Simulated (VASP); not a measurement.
# GaN (Fm-3m) in VASP: further runs, part 2 of 2

VASP 6.6.1.

## 3. G0W0 quasiparticle levels, PBE

Input file POSCAR:

```
GaN
1.0
    0.0000000000      2.1352350000      2.1352350000
    2.1352350000      0.0000000000      2.1352350000
    2.1352350000      2.1352350000      0.0000000000
Ga N
1 1
Direct
    0.0000000000      0.0000000000      0.0000000000
    0.5000000000      0.5000000000      0.5000000000
```

Input file INCAR.step1:

```
PREC = Accurate
ENCUT = 500
EDIFF = 1E-8
ISMEAR = 0
SIGMA = 0.01
LREAL = F
LASPH = T
NELM = 100
ALGO = Normal
LWAVE = T
LCHARG = F
GGA = PE
```

Input file INCAR.step2:

```
PREC = Accurate
ENCUT = 500
EDIFF = 1E-8
ISMEAR = 0
SIGMA = 0.01
LREAL = F
LASPH = T
NELM = 1
ALGO = Exact
LWAVE = T
LCHARG = F
GGA = PE
NBANDS = 129
LOPTICS = T
ISTART = 1
```

Input file INCAR.step3:

```
PREC = Accurate
ENCUT = 500
EDIFF = 1E-8
ISMEAR = 0
SIGMA = 0.01
LREAL = F
LASPH = T
ALGO = EVGW0
LWAVE = F
LCHARG = F
GGA = PE
NELMGW = 1
NBANDS = 129
ENCUTGW = 150
NOMEGA = 64
PRECFOCK = Fast
ISTART = 1
NBANDSGW = 17
```

Input file KPOINTS:

```
regular mesh
0
Gamma
  5 5 5
```

Potentials or basis: VASP PAW PBE potentials, release 64 (Ga_d_GW, N_GW).

Run with:

```sh
$ cat potpaw_PBE.64/Ga_d_GW/POTCAR potpaw_PBE.64/N_GW/POTCAR > POTCAR
$ cp INCAR.step1 INCAR
$ mpirun -np 1 vasp_std > vasp.out
$ cp INCAR.step2 INCAR
$ mpirun -np 1 vasp_std > vasp.out
$ cp INCAR.step3 INCAR
$ mpirun -np 1 vasp_std > vasp.out
```

OUTCAR:

```text
PREC = Accurate
   ENCUT = 500
   EDIFF = 1E-8
   ISMEAR = 0
   LREAL = F
   LASPH = T
   GGA = PE
   NELMGW = 1
   ENCUTGW = 150
   PRECFOCK = Fast
   ISTART = 1

 ion  position               nearest neighbor table
   1  0.000  0.000  0.000-   2 2.14   2 2.14   2 2.14   2 2.14   2 2.14   2 2.14
   2  0.500  0.500  0.500-   1 2.14   1 2.14   1 2.14   1 2.14   1 2.14   1 2.14

  LATTYP: Found a face centered cubic cell.
 ALAT       =     4.2704700000

  Lattice vectors:

 A1 = (   0.0000000000,   2.1352350000,   2.1352350000)
 A2 = (   2.1352350000,   0.0000000000,   2.1352350000)
 A3 = (   2.1352350000,   2.1352350000,   0.0000000000)

Analysis of symmetry for initial positions (statically):
=====================================================================
 Subroutine PRICEL returns:
 Original cell was already a primitive cell.

 Routine SETGRP: Setting up the symmetry group for a
 face centered cubic supercell.

 Subroutine GETGRP returns: Found 48 space group operations
 (whereof 48 operations were pure point group operations)
 out of a pool of 48 trial point group operations.

The static configuration has the point symmetry O_h .

Analysis of symmetry for dynamics (positions and initial velocities):
=====================================================================
 Subroutine PRICEL returns:
 Original cell was already a primitive cell.

 Routine SETGRP: Setting up the symmetry group for a
 face centered cubic supercell.

 Subroutine GETGRP returns: Found 48 space group operations
 (whereof 48 operations were pure point group operations)
 out of a pool of 48 trial point group operations.

[... 79 lines left out ...]
   ISPIN  =      1    spin polarized calculation?
   LNONCOLLINEAR =      F non collinear calculations
   LSORBIT =      F    spin-orbit coupling
   LASPH  =      T    aspherical Exc in radial PAW
   ENCUT  =  500.0 eV  36.75 Ry    6.06 a.u.   5.51  5.51  5.51*2*pi/ulx,y,z
   NELM   =     60;   NELMIN=  2; NELMDL=  0     # of ELM steps
   EDIFF  = 0.1E-07   stopping-criterion for ELM
   LREAL  =      F    real-space projection
   EDIFFG = 0.1E-06   stopping-criterion for IOM
   NSW    =      0    number of steps for IOM
   IBRION =     -1    ionic relax: 0-MD 1-quasi-New 2-CG
   NFREE  =      0    steps in history (QN), initial steepest desc. (CG)
   ISIF   =      0    stress and relaxation
   ISYM   =      3    0-nonsym 1-usesym 2-fastsym
   POTIM  = 0.5000    time-step for ionic-motion
   TEBEG  =    0.0;   TEEND  =   0.0 temperature during run
   PSTRESS=    0.0 pullay stress
   NELECT =      18.0000    total number of electrons
   NUPDOWN=      -1.0000    fix difference up-down
   EMIN   =  10.00;   EMAX   =-10.00  energy-range for DOS
   EFERMI =   0.00;   METHOD = LEGACY
   ISMEAR =     0;   SIGMA  =   0.01  broadening in eV -4-tet -1-fermi 0-gaus
   EFERMI_NEDOS =   21; number of points for ismear=-14 and -15
   IALGO  =     38    algorithm
   IMIX   =      4    mixing-type and parameters
     AMIX     =   0.40;   BMIX     =  1.00
     AMIX_MAG =   1.60;   BMIX_MAG =  1.00
  volume/ion in A,a.u.               =       9.74        65.70
  Fermi-wavevector in a.u.,A,eV,Ry     =   1.594814  3.013761 34.605481  2.543431
  Thomas-Fermi vector in A             =   2.692830
   LORBIT       =      0    0 simple, 1 ext, 2 COOP (PROOUT), +10 PAW based schemes
   GGA     = PE    functional components
   LHFCALC =     T    Hartree Fock is set to
   PRECFOCK=fast      Normal, Fast or Accurate (Low or Medium for compatibility)
   ENCUT4O =  -1.0   cutoff for four orbital integrals eV
   NKREDX  =     1    reduce k-point grid by
   NKREDY  =     1    reduce k-point grid by
   NKREDZ  =     1    reduce k-point grid by
   AEXX    =    1.0000 exact exchange contribution
   HFSCREEN=    0.0000 screening length (either q_TF or 0.3 A-1)
   HFSCREENC=   0.0000 screening length for correlation (either q_TF or 0.3 A-1)
   ENCUTFOCK=  -1.0 apply spherical cutoff to Coloumb kernel
   IVDW    =     0    specifies the selected vdW correction
   LEPSILON=     F    determine dielectric tensor
   LRPA    =     F    only Hartree local field effects (RPA)
   LRPAFORCE           =     F    calculate RPA forces
   ENCUTGW             = 150.0    cutoff for response function in eV
   ENCUTGWSOFT         = 120.0    soft cutoff for Coulomb kernel in GW response function in eV
   ENCUTLF             =  -1.0    cutoff for local field effects
   NELMGW              =     1    number of iterations in solving QP/BSE equation
   NELMHF              =     1    number of iterations in the inner HF iteration
   NKREDLFX            =     1    NKREDLFY  =   1   NKREDLFZ  =   1
 non-spin polarized calculation
 Gauss-broadening in eV      SIGMA  =   0.01
  energy-cutoff  :      500.00
  volume of cell :       19.47
 maximum number of plane-waves:       531
 NGX is ok and might be reduce to    24
  NGX = 14; NGY = 14; NGZ = 14
   NGX = 11   NGY = 11   NGZ = 11
 maximum number of plane-waves:        84
 NGX is ok and might be reduce to    14

 QP shifts <psi_nk| G(iteration)W_0 |psi_nk>: iteration 1
 for sc-GW calculations column KS-energies equals QP-energies in previous step
 and V_xc(KS)=  KS-energies - (<T + V_ion + V_H > + <T+V_H+V_ion>^1  + <V_x>^1)

 k-point   1 :       0.0000    0.0000    0.0000
  band No.  KS-energies  QP-energies   sigma(KS)   V_xc(KS)     V^pw_x(r,r')   Z            occupation Imag(sigma)

      1      -9.6706     -10.4848     -15.6857     -14.4793     -24.2627       0.6749       2.0000       1.3517
      2      -6.7799      -9.5615     -25.4966     -21.6614     -35.0181       0.7253       2.0000       0.1740
      3      -6.7799      -9.5615     -25.4966     -21.6614     -35.0181       0.7253       2.0000       0.1740
      4      -6.7799      -9.5615     -25.4966     -21.6614     -35.0181       0.7253       2.0000       0.1740
      5      -6.6918      -9.5179     -25.7462     -21.8490     -35.4597       0.7251       2.0000       0.2149
      6      -6.6918      -9.5179     -25.7462     -21.8490     -35.4597       0.7251       2.0000       0.2149
[... 185 lines left out ...]
      3      -6.7797      -9.5490     -25.4570     -21.6331     -35.0896       0.7242       2.0000       0.2223
      4      -6.6880      -9.4686     -25.5440     -21.7123     -35.1318       0.7257       2.0000       0.2022
      5      -6.5531      -9.3658     -25.7951     -21.9315     -35.3643       0.7280       2.0000       0.1732
      6      -4.5869      -6.1860     -21.3442     -19.1505     -29.6853       0.7290       2.0000       0.6111
[... 9 lines left out ...]
     16      33.8121      34.3320     -10.9917     -11.6305      -3.5889       0.8139       0.0000      -1.1614
     17      34.4218      35.2701     -13.1413     -14.1651      -5.5937       0.8286       0.0000      -1.4730
```

OUTCAR.step1:

```text
PREC = Accurate
   ENCUT = 500
   EDIFF = 1E-8
   ISMEAR = 0
   LREAL = F
   LASPH = T
[... 364 lines left out ...]
 -----------------------------------------------------------------------------------
      0.00000      0.00000      0.00000         0.000000     -0.000000      0.000000
      2.13524      2.13524      2.13524        -0.000000      0.000000     -0.000000
 -----------------------------------------------------------------------------------
    total drift:                                0.000000     -0.000000     -0.000000

  FREE ENERGIE OF THE ION-ELECTRON SYSTEM (eV)
  ---------------------------------------------------
  free  energy   TOTEN  =       -11.1713250381 eV

  energy  without entropy=      -11.1713250381  energy(sigma->0) =      -11.17132504
```

OUTCAR.step2:

```text
PREC = Accurate
   ENCUT = 500
   EDIFF = 1E-8
   ISMEAR = 0
   LREAL = F
[... 780 lines left out ...]
     0.00000    11.30959    11.30959    11.30959     0.00000    -0.00000    -0.00000
     2.41789    11.75057    11.75057    11.75057    -0.00000    -0.00000    -0.00000
     4.83578    -6.99575    -6.99575    -6.99575     0.00000     0.00000    -0.00000
     7.25367    -2.91257    -2.91257    -2.91257     0.00000     0.00000     0.00000
     9.67156    -1.92188    -1.92188    -1.92188     0.00000     0.00000     0.00000
    12.08945    -2.33020    -2.33020    -2.33020    -0.00000    -0.00000     0.00000
[... 92 lines left out ...]
   236.95318     0.98010     0.98010     0.98010    -0.00000    -0.00000     0.00000
   239.37106     0.98057     0.98057     0.98057    -0.00000    -0.00000     0.00000
```

Wall time 2.4 min (1 thread of Intel Xeon Platinum 8488C (Sapphire Rapids), shared host); peak memory 0.33 GiB.

Results:

| Item | Value |
| --- | --- |
| Band gap on the k mesh, mean-field level | 1.13 eV, indirect (least direct gap 2.35 eV) |
| Quasiparticle gap | 1.95 eV |
| Least direct quasiparticle gap | 3.27 eV |

Levels at points of the mesh, in eV from the valence-band top:
```tsv
k point	band 6	band 7	band 8	band 9	band 10	band 11	band 12	band 13
(0.00, 0.00, 0.00)	-14.00	-0.45	-0.45	-0.45	1.90	14.45	14.45	14.45
```

Caveat: the k mesh is coarse (spacing up to 0.51 Å⁻¹), so the values aren't converged; bands, screening cutoff and mesh are small and nothing is extrapolated, so the quasiparticle values aren't converged; an odd mesh through Γ misses points on the zone boundary, where band edges often lie.

## 4. G0W0 low-scaling quasiparticle levels, PBE

POSCAR is that of step 3.

Input file INCAR.step1:

```
SYSTEM = GaN
PREC = Accurate ; ENCUT = 450
EDIFF = 1E-8 ; ISMEAR = 0
SIGMA = 0.01 ; LREAL = .False.
LASPH = .True. ; NELM = 80
ALGO = Normal ; LWAVE = .True.
LCHARG = .False. ; GGA = PE
```

Input file INCAR.step2:

```
SYSTEM = GaN
PREC = Accurate ; ENCUT = 450
EDIFF = 1E-8 ; ISMEAR = 0
SIGMA = 0.01 ; LREAL = .False.
LASPH = .True. ; NELM = 1
ALGO = Exact ; LWAVE = .True.
LCHARG = .False. ; GGA = PE
NBANDS = 90 ; LOPTICS = .True.
ISTART = 1
```

Input file INCAR.step3:

```
SYSTEM = GaN
PREC = Accurate ; ENCUT = 450
EDIFF = 1E-8 ; ISMEAR = 0
SIGMA = 0.01 ; LREAL = .False.
LASPH = .True. ; ALGO = EVGW0R
LWAVE = .False. ; LCHARG = .False.
GGA = PE ; NELMGW = 1
NBANDS = 90 ; ENCUTGW = 150
NOMEGA = 16 ; PRECFOCK = Fast
ISTART = 1 ; NBANDSGW = 17
```

Input file KPOINTS:

```
Automatic mesh
0
Gamma
  4 4 4
  0 0 0
```

Potentials or basis: VASP PAW PBE potentials, release 64 (Ga_d_GW, N_GW).

Run with:

```sh
$ cat potpaw_PBE.64/Ga_d_GW/POTCAR potpaw_PBE.64/N_GW/POTCAR > POTCAR
$ cp INCAR.step1 INCAR
$ mpirun -np 1 vasp_std > vasp.out
$ cp INCAR.step2 INCAR
$ mpirun -np 1 vasp_std > vasp.out
$ cp INCAR.step3 INCAR
$ mpirun -np 1 vasp_std > vasp.out
```

OUTCAR:

```text
SYSTEM = GaN
   PREC = Accurate
   ENCUT = 450
   EDIFF = 1E-8
   ISMEAR = 0
   LREAL = .False.
   LASPH = .True.
   GGA = PE
   NELMGW = 1
   ENCUTGW = 150
   PRECFOCK = Fast
   ISTART = 1

 ion  position               nearest neighbor table
   1  0.000  0.000  0.000-   2 2.14   2 2.14   2 2.14   2 2.14   2 2.14   2 2.14
   2  0.500  0.500  0.500-   1 2.14   1 2.14   1 2.14   1 2.14   1 2.14   1 2.14

  LATTYP: Found a face centered cubic cell.
 ALAT       =     4.2704700000

  Lattice vectors:

 A1 = (   0.0000000000,   2.1352350000,   2.1352350000)
 A2 = (   2.1352350000,   0.0000000000,   2.1352350000)
 A3 = (   2.1352350000,   2.1352350000,   0.0000000000)

Analysis of symmetry for initial positions (statically):
=====================================================================
 Subroutine PRICEL returns:
 Original cell was already a primitive cell.

 Routine SETGRP: Setting up the symmetry group for a
 face centered cubic supercell.

 Subroutine GETGRP returns: Found 48 space group operations
[... 142 lines left out ...]
   ENCUTLF             =  -1.0    cutoff for local field effects
   NELMGW              =     1    number of iterations in solving QP/BSE equation
   NELMHF              =     1    number of iterations in the inner HF iteration
   NKREDLFX            =     1    NKREDLFY  =   1   NKREDLFZ  =   1
 non-spin polarized calculation
 Gauss-broadening in eV      SIGMA  =   0.01
  energy-cutoff  :      450.00
  volume of cell :       19.47
 maximum number of plane-waves:       444
 NGX is ok and might be reduce to    24
  NGX = 12; NGY = 12; NGZ = 12
   NGX = 11   NGY = 11   NGZ = 11
 maximum number of plane-waves:        92
 maximum number of plane-waves:     26933
 maximum number of plane-waves:      5065

      cutoff energy     smooth cutoff   RPA   correlation   Hartree contr. to MP2
---------------------------------------------------------------------------------
            150.000           120.000      -15.6940286750      -27.3628947072
            142.857           114.286      -15.4760797958      -27.0151030995
            136.054           108.844      -15.2542298039      -26.6629201437
            129.576           103.661      -15.0250069461      -26.3023107316
            123.405            98.724      -14.7806517023      -25.9210966628
            117.529            94.023      -14.5179841155      -25.5122694676
            111.932            89.546      -14.2675822593      -25.1219272834
            106.602            85.282      -14.0123930559      -24.7241558724
  linear regression
  converged value                          -18.1844550534      -31.2586451374

 QP shifts evaluated in KS or natural orbital/ Bruckner basis
 k-point   1 :       0.0000    0.0000    0.0000
 band No.  KS-energies   sigma(KS)    QP-e(linear)    Z         QP-e(zeros)     Z        occupation    Imag(E_QP)    QP_DIFF TAG

      1      -9.6357     -10.6509     -10.3552       0.7087     -10.3518       0.7020       2.0000      -1.5397       0.0000   2
      2      -6.8090     -10.5806      -9.6260       0.7469      -9.5419       0.7013       2.0000      -0.2285       0.0000   2
      3      -6.8090     -10.5804      -9.6259       0.7469      -9.5418       0.7013       2.0000      -0.2285       0.0000   2
      4      -6.8090     -10.5678      -9.6165       0.7469      -9.5331       0.7015       2.0000      -0.2279       0.0000   2
      5      -6.7198     -10.5291      -9.5569       0.7448      -9.4737       0.7002       2.0000      -0.2897      -0.0000   2
      6      -6.7198     -10.5291      -9.5569       0.7448      -9.4737       0.7002       2.0000      -0.2897      -0.0000   2
[... 144 lines left out ...]
      4      -6.7817     -10.5330      -9.5664       0.7424      -9.4859       0.6986       2.0000      -0.3186       0.0000   2
      5      -6.5529     -10.3427      -9.3882       0.7481      -9.3039       0.7026       2.0000      -0.2233       0.0000   2
      6      -3.9648      -5.8558      -5.3410       0.7278      -5.3260       0.7119       2.0000      -0.6366       0.0000   2
[... 9 lines left out ...]
     16      33.9050      34.4446      34.3420       0.8100      34.3427       0.8127       0.0000      -1.5896      -0.0000   2
     17      36.3472      36.8124      36.6997       0.7578      36.6999       0.7584       0.0000      -1.8044      -0.0000   2

  HF+RPA corr. energy TOTEN  =       -37.70567001 eV

  HF+E_corr(extrapolated)    =       -40.19609639 eV
```

It took 7.9 min on 1 thread of Intel Xeon Platinum 8488C (Sapphire Rapids), shared host; peak memory 2.3 GiB.

Results:

```yaml
Band_gap_on_the_k_mesh_mean-field_level: 0.48 eV, indirect (least direct gap 2.32 eV)
Quasiparticle_gap: 1.25 eV
Least_direct_quasiparticle_gap: 3.18 eV
RPA_correlation_energy: -9.092 eV/atom
RPA_correlation_energy_per_cell: -18.184 eV
```

Caveat: the k mesh is coarse (spacing up to 0.64 Å⁻¹), so the values aren't converged; bands, screening cutoff and mesh are small and nothing is extrapolated, so the quasiparticle values aren't converged.
